Estimating field gradients at three-coordinate B, N, Ga and As by hand

The naive guess is that the field gradient at a nucleus follows the polarity of its bonds, so that along one molecular frame it would change steadily with Pauling's electronegativity. The trimethyl compounds in the table (B3LYP, non-relativistic) refute this. In order of rising electronegativity, Ga, B, As, N, their gradients are +3.802, +0.578, −2.882 and −1.290 a.u. The planar group-13 rows are all positive and the pyramidal group-15 rows all negative, which suggests counting electrons by direction.

PySCF 2.14.0, B3LYP/pcJ-1 (pcSseg-1 on Ga and As) with density fitting, non-relativistic, for gas-phase molecules at GFN2-xTB geometries. In the SMILES frames * is the marked atom; the gradient is the largest principal value at its nucleus and the coupling is eQq/h. Quadrupole moments are 0.04059 (11B), 0.02044 (14N), 0.171 (69Ga) and 0.314 barn (75As).

```
formula          frame   *   Z  electronegativity  point group  mean bond of the marked atom (Å)  sum of bond angles at the marked atom (°)  gradient, marked atom (a.u.)  asymmetry  quadrupole coupling (MHz)
 C2H7Ga        H*(H)CC  Ga  31              1.810           Cs                             1.739                                        360                         4.152       0.04                      166.8
 C2H7As        H*(H)CC  As  33              2.180           Cs                             1.664                                        278                        -2.684       0.08                       -198
  C6H7N  H*(H)c1ccccc1   N   7              3.040           Cs                             1.132                                        347                        -1.146       0.06                       -5.5
  C3H9B         C*(C)C   B   5              2.040           C1                             1.578                                        360                         0.578       0.00                       5.52
  C3H9N         C*(C)C   N   7              3.040          C3v                             1.447                                        334                        -1.290       0.00                       -6.2
 C3H9Ga         C*(C)C  Ga  31              1.810           C1                             2.047                                        360                         3.802       0.01                      152.8
 C3H9As         C*(C)C  As  33              2.180          C3v                             1.975                                        289                        -2.882       0.00                     -212.6
```

The gradient V is the largest principal value Vzz of the second derivative of the electrostatic potential at the marked nucleus *. The asymmetry η = (Vxx − Vyy)/Vzz, with Vxx the smallest value in magnitude, measures the departure from axial symmetry. It stays at or below 0.08, so one axis and one number describe each row well. The coupling C = eQV/h multiplies V by the nuclear quadrupole moment Q:

C (MHz) = 234.96 × Q (barn) × V (a.u.)

Electronic structure should therefore be compared through V. From trimethylamine to trimethylarsine V grows by a factor of 2.2 but C by 34, because Q itself grows 15-fold.

Counting p electrons

The Townes-Dailey argument starts from the gradient of a charge q at distance r and polar angle ϑ, which is q(3cos²ϑ − 1)/r³. The weight 1/r³ favours the atom's own electrons over charges on the neighbours. Spherical densities (s electrons, filled shells) average to zero, which leaves the valence p shell. The angular factor averages to +4/5 in a p_z orbital and to −2/5 in p_x or p_y, and an electron carries q = −1. With populations n_x, n_y, n_z and the radial average ⟨r⁻³⟩ of the p orbital:

V = −0.8 ⟨r⁻³⟩ U,  U = n_z − (n_x + n_y)/2

To find U, let z be the axis of three equal, orthogonal hybrids at bond angle θ. Orthogonality fixes the s share of each at a² = cosθ/(cosθ − 1). The fourth, axial orbital is left with the s share 1 − 3a² and hence the p share f = 3a². With L electrons in the axial orbital and σ electrons per bond on the central atom, n_z = fL + (1 − f)σ and n_x = n_y = σ:

U = f (L − σ)

This explains the signs. A planar boron or gallium has f = 1 and an empty p_z, so L = 0, U = −σ and V is positive. Nitrogen and arsenic have a lone pair, L = 2, which exceeds any bond population, so V is negative. Group and shape change together in the table and the numbers do not separate them; that the filling of the axial orbital decides, and not the shape, is the argument of the formula.

Why the angles should not be used

A recipe without a fit takes f from the mean bond angle (a third of the angle sum) and σ = 1 + Δχ/2 from the electronegativity difference Δχ between the atom and its ligands, with rough recalled values for C and H. For ⟨r⁻³⟩ it uses free-atom values, here rough recalled ones: 0.78 (B), 3.1 (N), 2.9 (Ga) and 6.9 (As) a.u. With nothing fitted, all seven signs come out right. The B and N rows lie within a quarter of the computed gradient, while the Ga and As rows come out too small by a third or more.

The two arsines show where the recipe breaks, and this comparison does not depend on the recalled ⟨r⁻³⟩. Their mean angles are 96° and 93°, for which f differs by a factor of 2.2, since f falls to zero at 90°. The computed gradients differ by only 7 %. The ligands differ too, but the recipe's own allowance for them widens its predicted ratio to 2.45, so the gradient does not follow the angle as the recipe demands. A likely reason, not tested here, is that s and p orbitals of heavier main-group atoms differ in size and do not form orthogonal hybrids pointing along the bonds, so the angle is no gauge of the lone pair's p share.

The rule

It is better to invert the equation and read U from the table as −V/(0.8⟨r⁻³⟩). The four group-15 rows give values between 0.46 and 0.52, with mean 0.50; this is the one fitted constant. For planar group 13, covalent bonds (σ = 1) and an empty p_z give U = −1 without a fit.

pyramidal N, As: U = +0.5, V = −0.4 ⟨r⁻³⟩
planar B: U = −1, V = +0.8 ⟨r⁻³⟩

Trimethylborane, C3H9B, is planar with an angle sum of 360°, so U = −1:

V = −0.8 × 0.78 × (−1) = +0.624 a.u.
C = 234.96 × 0.04059 × 0.624 = +6.0 MHz

The table has 0.578 a.u. and 5.52 MHz, so the estimate is 8 % above the computed value. No constant was fitted to this row, but it is the only boron row, and one agreement does not establish σ = 1.

Ethylarsine, C2H7As, is pyramidal, so U = +0.5:

V = −0.8 × 6.9 × 0.5 = −2.76 a.u.
C = 234.96 × 0.314 × (−2.76) = −204 MHz

The table has −2.684 a.u. and −198 MHz, so the magnitude is 3 % too large. This row helped to set the constant. A fairer test takes U from the two nitrogen rows alone, which gives ethylarsine within 1 % and trimethylarsine within 6 %.

Accuracy and range

Over the five rows of B, N and As the rule errs by 5 % on average and by 8 % at worst, relative to the computed gradients; the printed output after this section lists each row. Predicting each group-15 row from the other three raises the worst error to 10 %, for aniline. The rule is blind to ligands: aniline's gradient is 11 % smaller than trimethylamine's, and flattening, conjugation with the ring and N–H bonds change together, so no single cause can be read off. Only the product U⟨r⁻³⟩ is tested, so the equal U for N and As rests on two-figure recalled inputs and may be partly chance.

Gallium lies outside the range. With U = −1 the estimates fall 39 % and 44 % below the computed gradients, and allowing for bond polarity makes them worse, since electropositive gallium should have σ below one. The table implies |U| near 1.7, too many electrons per bond to be believed, so either the ⟨r⁻³⟩ used is too small, through poor recall or a change on bonding, or neglected terms such as the distortion of the inner shells matter. A factor of 1.7 brings both rows within 5 %, but it was set on these same rows and is a calibration only.

A plausible but untested guess is that the 4p orbital, diffuse in the free atom outside a filled 4s shell, contracts in the bonded and positively charged atom. The settings may also contribute: gallium has a different small basis from boron, and the Ga–C bond of 2.047 Å is about 0.08 Å longer than the rough recalled gas-phase length. All accuracies here refer to the calculation. For Ga and As it omits scalar relativity and spin-orbit coupling, so their absolute couplings are approximate although the signs are secure.

The counting also says what four-coordinate neighbours do. Adding a fourth ligand along the axis turns the empty orbital or the lone pair into a bond, L approaches σ, and U shrinks from either side; with four equal ligands in a tetrahedron V vanishes by symmetry. In practice, take the sign from the filling of the axial orbital, use U = +0.5 as a first estimate for pyramidal N and As, and calibrate any other element on a computed compound of its own. The 10 % found above describes four molecules, each with at least one carbon ligand; ammonia, arsine or halides were not tested and may deviate much more. For planar boron U = −1 is checked on trimethylborane alone, so its error with other ligands is unknown.

Output of the analysis:

```
conversion 234.96 MHz per a.u. barn; reproduces couplings within 0.14 %
rounding of gradient at most 0.09 %; largest asymmetry 0.08
B: recalled <r^-3> 0.78 a.u.; per unit U 0.62 a.u., 6.0 MHz
N: recalled <r^-3> 3.1 a.u.; per unit U 2.48 a.u., 11.9 MHz
Ga: recalled <r^-3> 2.9 a.u.; per unit U 2.32 a.u., 93.2 MHz
As: recalled <r^-3> 6.9 a.u.; per unit U 5.52 a.u., 407.3 MHz
A, no fit: row, mean angle, p share f, sigma, U model, U from table, Vzz a.u., error
C2H7Ga   120.0 1.000 0.75 -0.75 -1.790 +1.752 -58 %
C2H7As    92.7 0.133 0.94 +0.14 +0.486 -0.780 -71 %
C6H7N    115.7 0.907 1.37 +0.57 +0.462 -1.417 +24 %
C3H9B    120.0 1.000 0.77 -0.77 -0.926 +0.480 -17 %
C3H9N    111.3 0.800 1.27 +0.58 +0.520 -1.449 +12 %
C3H9Ga   120.0 1.000 0.66 -0.65 -1.639 +1.520 -60 %
C3H9As    96.3 0.298 0.84 +0.35 +0.522 -1.909 -34 %
C3H9As/C2H7As: f ratio 2.23, A ratio 2.45, table 1.074
angle-sum rounding 0.5 deg moves f of C2H7As by 6 %
f that A would need: C3H9As 0.45, C2H7As 0.46
C2H7Ga/C3H9Ga: A ratio 1.15, table 1.092 (to trimethyl -8.4 %)
aniline against C3H9N: table -11.2 %, A -2.2 %
group 15 mean U 0.498, range 0.462 to 0.522; Ga mean U -1.71
B, U = +0.5 or -1: row, Vzz rule, table (a.u.), error, coupling rule, table (MHz)
C2H7Ga  +2.320 +4.152 -44.1 %  +93.2 +166.8
C2H7As  -2.760 -2.684 +2.8 %  -203.6 -198.0
C6H7N   -1.240 -1.146 +8.2 %  -6.0 -5.5
C3H9B   +0.624 +0.578 +8.0 %  +6.0 +5.5
C3H9N   -1.240 -1.290 -3.9 %  -6.0 -6.2
C3H9Ga  +2.320 +3.802 -39.0 %  +93.2 +152.8
C3H9As  -2.760 -2.882 -4.2 %  -203.6 -212.6
B without Ga: worst 8.2 %, mean size 5.4 %
Ga rows with extra factor 1.7 (set on these rows): C2H7Ga -5.0 %, C3H9Ga +3.7 %
group 15, each row left out: C2H7As +3.1 %, C6H7N +10.3 %, C3H9N -5.8 %, C3H9As -6.2 %
U from N rows used for As: C2H7As +1.0 %, C3H9As -5.9 %
U from B row used for Ga: C2H7Ga -48 %, C3H9Ga -43 %
trimethyl Ga/B: gradient 6.58, <r^-3> 3.72, Q 4.2, coupling 27.7
trimethyl As/N: gradient 2.23, <r^-3> 2.23, Q 15.4, coupling 34.3
C3H9B: three bare charges of -1 e in plane give 0.113 a.u., 19.6 % of table
C3H9Ga: three bare charges of -1 e in plane give 0.052 a.u., 1.4 % of table
```
